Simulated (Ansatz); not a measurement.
The system is SnSe2.

```
CELL_PARAMETERS angstrom
3.81100 0.00000 0.00000
-1.90550 3.30042 0.00000
0.00000 0.00000 6.13600
ATOMIC_POSITIONS crystal
Sn 0.00000 0.00000 0.00000
Se 0.66667 0.33333 0.75100
Se 0.33333 0.66667 0.24900
```

Base run:

```yaml
Program: Ansatz 0.2.0
Functional: HSE06
Potentials_or_basis: Ansatz PAW
Cutoff: "420 eV (not typed: the program's choice for these potentials)"
k_mesh: 6 × 6 × 4
Occupations: fermi-dirac, width 0.05 eV
Spin: no spin polarisation
```

Its results: band gap on the k mesh 1.53 eV, indirect (least direct gap 1.92 eV); pressure 2.8 GPa; largest force 0.331 eV/Å.

**Question.** The run is repeated on the same cell with these changes: functional from HSE06 to PBE0. What comes out?

**Answer.** Band gap on the k mesh 2.20 eV, indirect (least direct gap 2.55 eV); pressure 2.6 GPa; largest force 0.311 eV/Å.

Caveats: the k mesh misses the band edges, so the gap on the mesh is wider than the one along the path; spin-orbit coupling is left out, which moves the levels of the heavy elements; this functional lacks dispersion, which binds the layers, so the pressure and a relaxed spacing across them are unreliable; the PAW data sets come from PBE, with cores solved anew for the run's functional, which leaves a small shift of forces and pressure; the thresholds are loose for stress.
